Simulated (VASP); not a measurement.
# Sb (I4/mmm) in VASP: further runs, part 2 of 2

VASP 6.6.1. The steps go on from the part before.

## 5. Single point, r2SCAN

Contents of INCAR:

```
SYSTEM = Sb
PREC = Accurate
ENCUT = 400
EDIFF = 1E-6
ISMEAR = 0
SIGMA = 0.1
LREAL = .FALSE.
LASPH = .TRUE.
NELM = 100
ALGO = Normal
ISIF = 2
LWAVE = .FALSE.
LCHARG = .FALSE.
METAGGA = R2SCAN
LMIXTAU = .TRUE.
ADDGRID = .TRUE.
```

Contents of KPOINTS:

```
regular mesh
0
G
  11 11 11
  0 0 0
```

Contents of POSCAR:

```
Sb
1.0
   -1.5765401831      1.5765401831      2.7119384313
    1.5765401831     -1.5765401831      2.7119384313
    1.5765401831      1.5765401831     -2.7119384313
Sb
1
Direct
    0.0000000000      0.0000000000      0.0000000000
```

Potentials or basis: VASP PAW PBE potentials, release 64 (Sb).

The run is started by

```
$ cat potpaw_PBE.64/Sb/POTCAR > POTCAR
$ mpirun -np 1 vasp_std > vasp.out
```

OUTCAR:

```text
SYSTEM = Sb
   PREC = Accurate
   ENCUT = 400
   EDIFF = 1E-6
   ISMEAR = 0
   LREAL = .FALSE.
   LASPH = .TRUE.
   NELM = 100
   ISIF = 2
   METAGGA = R2SCAN

 Found    126 irreducible k-points:

 Following reciprocal coordinates:
            Coordinates               Weight
  0.000000  0.000000  0.000000      1.000000
  0.090909  0.000000  0.000000      8.000000
  0.181818  0.000000 -0.000000      8.000000
  0.272727  0.000000 -0.000000      8.000000
  0.363636  0.000000 -0.000000      8.000000
  0.454545  0.000000 -0.000000      8.000000
   k-points           NKPTS =    126   k-points in BZ     NKDIM =    126   number of bands    NBANDS=      6
   number of dos      NEDOS =    301   number of ions     NIONS =      1
   total plane-waves  NPLWV =  13824
   dimension x,y,z NGX =    24 NGY =   24 NGZ =   24
   dimension x,y,z NGXF=    48 NGYF=   48 NGZF=   48
   ions per type =               1
   NGX,Y,Z   is equivalent  to a cutoff of  11.36, 11.36, 11.36 a.u.
   NGXF,Y,Z  is equivalent  to a cutoff of  22.73, 22.73, 22.73 a.u.
 SYSTEM =  Sb
   PREC   = accura    normal or accurate (medium, high low for compatibility)
   ISTART =      0    job   : 0-new  1-cont  2-samecut
   ICHARG =      2    charge: 1-file 2-atom 10-const
   ISPIN  =      1    spin polarized calculation?
   LNONCOLLINEAR =      F non collinear calculations
   LSORBIT =      F    spin-orbit coupling
   LASPH  =      T    aspherical Exc in radial PAW
   ENCUT  =  400.0 eV  29.40 Ry    5.42 a.u.   5.73  5.73  5.73*2*pi/ulx,y,z
   NELM   =    100;   NELMIN=  2; NELMDL= -5     # of ELM steps
   EDIFF  = 0.1E-05   stopping-criterion for ELM
   LREAL  =      F    real-space projection
   EDIFFG = 0.1E-04   stopping-criterion for IOM
   NSW    =      0    number of steps for IOM
   IBRION =     -1    ionic relax: 0-MD 1-quasi-New 2-CG
   NFREE  =      0    steps in history (QN), initial steepest desc. (CG)
   ISIF   =      2    stress and relaxation
   ISYM   =      2    0-nonsym 1-usesym 2-fastsym
   POTIM  = 0.5000    time-step for ionic-motion
   TEBEG  =    0.0;   TEEND  =   0.0 temperature during run
   PSTRESS=    0.0 pullay stress
   NELECT =       5.0000    total number of electrons
   NUPDOWN=      -1.0000    fix difference up-down
   EMIN   =  10.00;   EMAX   =-10.00  energy-range for DOS
   EFERMI =   0.00;   METHOD = LEGACY
   ISMEAR =     0;   SIGMA  =   0.10  broadening in eV -4-tet -1-fermi 0-gaus
   EFERMI_NEDOS =   21; number of points for ismear=-14 and -15
   IALGO  =     38    algorithm
   IMIX   =      4    mixing-type and parameters
     AMIX     =   0.40;   BMIX     =  1.00
     AMIX_MAG =   1.60;   BMIX_MAG =  1.00
  volume/ion in A,a.u.               =      26.96       181.95
  Fermi-wavevector in a.u.,A,eV,Ry     =   0.933573  1.764197 11.858269  0.871558
  Thomas-Fermi vector in A             =   2.060288
   LORBIT       =      0    0 simple, 1 ext, 2 COOP (PROOUT), +10 PAW based schemes
   METAGGA = R2SCAN    functional components
   LHFCALC =     F    Hartree Fock is set to
   AEXX    =    0.0000 exact exchange contribution
   IVDW    =     0    specifies the selected vdW correction
   LEPSILON=     F    determine dielectric tensor
   LRPA    =     F    only Hartree local field effects (RPA)
 non-spin polarized calculation
 Gauss-broadening in eV      SIGMA  =   0.10
  energy-cutoff  :      400.00
  volume of cell :       26.96
 maximum number of plane-waves:       501
   NGX = 11   NGY = 11   NGZ = 11

 number of electron       5.0000000 magnetization

 Free energy of the ion-electron system (eV)
  ---------------------------------------------------
  ext. energy  EPLUGINS =         0.00000000
  ---------------------------------------------------
  free energy    TOTEN  =       -25.26358158 eV

  energy without entropy =      -25.26076287  energy(sigma->0) =      -25.26217223

 E-fermi :   8.5048     XC(G=0): -10.7898

 val. band max:        8.4574976973   @ k =  -0.3636   0.1818   0.0909
 cond. band min:       8.5226005116   @ k =  -0.1818   0.3636   0.0909
 fundamental gap:      0.0651028143
 Fermi energy:         8.5048287331

 k-point     1 :       0.0000    0.0000    0.0000
  band No.  band energies     occupation
      1      -5.1337      2.00000
      2      13.3318      0.00000
      3      14.1980      0.00000
      4      14.1980      0.00000
      5      18.1673      0.00000
      6      19.6753      0.00000

 k-point     2 :       0.0909    0.0000    0.0000
  band No.  band energies     occupation
      1      -4.9581      2.00000
      2      12.4605      0.00000
      3      13.1763      0.00000
      4      14.1600      0.00000
      5      18.0655      0.00000
      6      18.6226      0.00000

 k-point     3 :       0.1818    0.0000   -0.0000
  band No.  band energies     occupation
      1      -4.4342      2.00000
      2       9.8107      0.00000
      3      12.2201      0.00000
      4      14.0897      0.00000
      5      16.8348      0.00000
      6      18.5153      0.00000

 k-point     4 :       0.2727    0.0000   -0.0000
  band No.  band energies     occupation
      1      -3.5761      2.00000
      2       7.0180      2.00000
      3      11.3396      0.00000
      4      14.0586      0.00000
      5      15.9314      0.00000
      6      18.4507      0.00000

 k-point     5 :       0.3636    0.0000   -0.0000
  band No.  band energies     occupation
      1      -2.4375      2.00000
      2       4.5094      2.00000
      3      10.6787      0.00000
      4      14.0875      0.00000
      5      15.3418      0.00000
      6      18.6351      0.00000

 k-point     6 :       0.4545    0.0000   -0.0000
  band No.  band energies     occupation
      1      -1.2867      2.00000
      2       2.6561      2.00000
      3      10.3293      0.00000
      4      14.1326      0.00000
      5      15.0505      0.00000
      6      19.0554      0.00000

 [... further k-points ...]

------------------------ aborting loop because EDIFF is reached ----------------------------------------

  FORCE on cell =-STRESS in cart. coord.  units (eV):
  Direction    XX          YY          ZZ          XY          YZ          ZX
  --------------------------------------------------------------------------------------
  -------------------------------------------------------------------------------------
  Total        0.0988992      0.0988992      0.2295447      0.0000000      0.0000000      0.0000000
  in kB        5.8769688      5.8769688     13.6404275      0.0000000      0.0000000      0.0000000
  external PRESSURE =       8.4647883 kB  Pullay stress =       0.0000000 kB

 VOLUME and BASIS-vectors are now :
 -----------------------------------------------------------------------------
  energy-cutoff  :      400.00
  volume of cell :       26.96
      direct lattice vectors                 reciprocal lattice vectors
    -1.576540183  1.576540183  2.711938431     0.000000000  0.317150178  0.184369967
     1.576540183 -1.576540183  2.711938431     0.317150178  0.000000000  0.184369967
     1.576540183  1.576540183 -2.711938431     0.317150178  0.317150178  0.000000000

 POSITION                                       TOTAL-FORCE (eV/Angst)
 -----------------------------------------------------------------------------------
      0.00000      0.00000      0.00000         0.000000      0.000000      0.000000
 -----------------------------------------------------------------------------------
    total drift:                                0.000000      0.000000     -0.000000

  FREE ENERGIE OF THE ION-ELECTRON SYSTEM (eV)
  ---------------------------------------------------
  free  energy   TOTEN  =       -25.2635815840 eV

  energy  without entropy=      -25.2607628665  energy(sigma->0) =      -25.26217223
```

Wall time 22 s (1 thread of Intel Xeon 6975P-C (Granite Rapids), shared host); peak memory 0.22 GiB.

The run converged, but some of its settings lie outside the range that counts as converged, so its numbers aren't taken as properties of the crystal.

Results:

```
Free energy            : -25.2636 eV
Pressure               : 0.8 GPa
Band gap on the k mesh : none (metal or under the smearing width)
```

Caveat: the PAW data sets were made with another functional, which shifts forces and pressure a little.

## 6. For comparison

An earlier run on the cell as given: functional PBEsol; potentials or basis VASP PAW PBE potentials, release 64 (Sb); cutoff 520 eV; k mesh 12 × 12 × 12; occupations fermi-dirac, width 0.05 eV; no spin polarisation.

* Pressure: -1.3 GPa
* Band gap on the k mesh: none (metal or under the smearing width)
